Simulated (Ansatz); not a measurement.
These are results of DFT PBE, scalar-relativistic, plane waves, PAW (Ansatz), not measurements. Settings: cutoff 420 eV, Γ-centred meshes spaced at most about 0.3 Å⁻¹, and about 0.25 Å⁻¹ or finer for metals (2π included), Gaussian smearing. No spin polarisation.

These are static total energies at zero pressure.

Two forms of SrTe7 were relaxed alike.

A.

```
Sr Te
1.0
    -3.90932    3.90932    3.90932
     3.90932   -3.90932    3.90932
     3.90932    3.90932   -3.90932
Sr Te
1 7
Direct
  0.00000 0.00000 0.00000
  0.00000 0.50000 0.50000
  0.50000 0.50000 0.00000
  0.50000 0.00000 0.50000
  0.00000 0.00000 0.50000
  0.00000 0.50000 0.00000
  0.50000 0.00000 0.00000
  0.50000 0.50000 0.50000
```

B.

```
Sr Te
1.0
     3.25012    1.87646    8.58737
    -3.25012    1.87646    8.58737
     0.00000   -3.75291    8.58737
Sr Te
1 7
Cartesian
  0.0000 0.0000 0.0000
  1.6340 0.9434 15.4254
  -1.6340 0.9434 15.4254
  0.0000 -1.8867 15.4254
  -1.6340 -0.9434 10.3367
  1.6340 -0.9434 10.3367
  0.0000 1.8867 10.3367
  0.0000 0.0000 12.8811
```

Problem. Which would you expect to be lower, and how large is the difference?

Solution. B is lower, by 55 meV/atom. A has space group Im-3m (No. 229), 29.9 Å³/atom and no gap on its mesh; B has space group R-3m (No. 166), 39.3 Å³/atom and no gap. Counting Te atoms around Sr (those within 1.25 times the shortest such distance or 1.15 times the sum of covalent radii; a plus sign parts nearer from farther groups), A has Sr 8+6 and B has Sr 12. The lower one is the more open, so pressure narrows the difference. In A, around Sr lie 8 Te at 3.39 Å and 6 Te at 3.91 Å; Te on a site of symmetry 4/mmm is surrounded by 8 Te at 3.39 Å, 2 Sr at 3.91 Å and 4 Te at 3.91 Å; around Te on a site of symmetry -3m lie 2 Sr at 3.39 Å, 6 Te at 3.39 Å and 6 Te at 3.91 Å. In B, Sr has 12 Te at 3.69 Å; Te on a site of symmetry m has 5 Te at 3.17–3.27 Å, 1 Te at 3.50 Å and 2 Sr at 3.69 Å; Te on a site of symmetry -3m is surrounded by 6 Te at 3.17 Å. Both come from invented guesses.

Spin–orbit coupling, which can matter for Te, is left out. Cells relaxed within their symmetry can be saddle points.
